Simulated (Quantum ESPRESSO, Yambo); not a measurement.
Planning a run of Yambo 5.3.0 on AgBr (Bromargyrite). The input:

```
optics
bss
bse
em1s
dipoles
rim_cut
RandQpts= 1000000
RandGvec= 1 RL
Chimod= "HARTREE"
BSKmod= "SEX"
BSEmod= "resonant"
BSSmod= "d"
BSENGexx= 1 RL
BSENGBlk= 4 Ry
% BSEQptR
 1 | 1 |
%
% BSEBands
 14 | 19 |
%
% BEnRange
 0 | 7 | eV
%
% BDmRange
 0.1 | 0.1 | eV
%
BEnSteps= 141
% BLongDir
 1 | 0 | 0 |
%
% BndsRnXs
 10 | 29 |
%
NGsBlkXs= 4 Ry
% LongDrXs
 1 | 1 | 1 |
%
% KfnQP_E
 1.886 | 1.0 | 1.0 |
%
WRbsWF
FFTGvecs= 34 Ry
```

```sh
OMP_NUM_THREADS=1 mpirun -n 4 yambo -F bse10.in -J bse10,bse9_W -C bse10 > bse10.log
```

The stored states that it reads are on a 8×8×8 mesh. The structure is cubic, space group Fm-3m (No. 225). The conventional cell has a = 5.774 Å, b = 5.774 Å, c = 5.774 Å, α = 90.00°, β = 90.00°, γ = 90.00°. Nearest to Ag lie 6 Br at 2.89 Å. Nearest to Br lie 6 Ag at 2.89 Å. Farther neighbours and most contacts between anions are not listed.

Estimate wall time and host memory on 4 MPI ranks of Arm Neoverse V2, shared host.

It took 51 s; on shared hardware allow 25 s to 1.7 min. Peak host memory was 1.6 GiB.

The kernel grows as the square of the matrix size, and full diagonalisation as its cube.

[Paths, hosts, dates, memory and timing lines, banners, echoed tables and standing remarks are left out of the program output.]

[Logs are printed without paths, hosts, clocks, repeated set-up lines and the standing remarks that a program may print on its own settings, such as how far it seeks lower states.]

[Runs of the session that timed out or met a known fault of the program may be left out.]

[Hosts, paths, dates, database ids (printed as entryN), source tags and the programs' standing remarks are cut or masked in the printed files.]
